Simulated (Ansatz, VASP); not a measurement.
Two plane-wave programs on Hf

The input INCAR:

```
SYSTEM = Hf
  ALGO = Fast
  EDIFF = 1E-6
  ENCUT = 520
  GGA = PS
  ISIF = 2
  ISMEAR = 0
  LASPH = .TRUE.
  LCHARG = .TRUE.
  LELF = .TRUE.
  LREAL = .FALSE.
  LVHAR = .TRUE.
  LWAVE = .FALSE.
  NBANDS = 22
  NELM = 100
  PREC = Accurate
  SIGMA = 0.1
```

File KPOINTS:

```
k-points
0
G
  9 9 12
  0 0 0
```

Contents of POSCAR:

```
Hf
1.0
    4.8952388486      0.0000000000      0.0000000000
   -2.4476194243      4.2394012004      0.0000000000
    0.0000000000      0.0000000000      2.9982129062
Hf
3
Direct
    0.6666666700      0.3333333300      0.4007896383
    0.3333333300      0.6666666700      0.5992103617
    0.0000000000      0.0000000000      0.0000000000
```

Input for Ansatz:

```yaml
crystal:
  lattice:
    - [4.8952388486, 0.0, 0.0]
    - [-2.4476194243, 4.2394012004, 0.0]
    - [0.0, 0.0, 2.9982129062]
  atoms:
    - { symbol: Hf, position: [0.66666667, 0.33333333, 0.4007896383] }
    - { symbol: Hf, position: [0.33333333, 0.66666667, 0.5992103617] }
    - { symbol: Hf, position: [0.0, 0.0, 0.0] }
basis:
  ecutwfc: 420
kpoints:
  mp_grid: { grid: [9, 9, 12] }
hamiltonian:
  xc: pbesol
scf:
  occupations: { method: gaussian, width: 0.1 }
output:
  forces: true
  stress: true
  eigenvalues: true
```

Alike in both runs: task single point; functional PBEsol; k mesh 9 × 9 × 12; occupations gaussian, width 0.1 eV; no spin polarisation.

```csv
,VASP,Ansatz
version,VASP 6.6.1,Ansatz 0.2.0
potentials or method,"VASP PAW PBE potentials, release 64 (Hf_pv)","scalar-relativistic, plane waves, PAW"
plane-wave cutoff (eV),520,420
valence electrons in the cell,30,78
```

```tsv
	VASP	Ansatz	Ansatz less VASP
gap on the k mesh at the Fermi level (eV)	none	none	-
pressure (GPa)	3.1	3.4	+0.29
largest component of the traceless stress (GPa)	2.68	2.63	-0.055
rms of the force components (eV/Å)	0.333	0.325	-0.0077
```

Atom by atom the forces differ by 0.008 eV/Å (rms over components). A gap of «none» marks a metal or a gap that the smearing closes. The two sets of potentials don't hold the same shells in valence.

Caveats: the PAW data sets were made with another functional, which shifts forces and pressure a little (VASP). Spin-orbit coupling is left out, which matters for the levels of Hf.
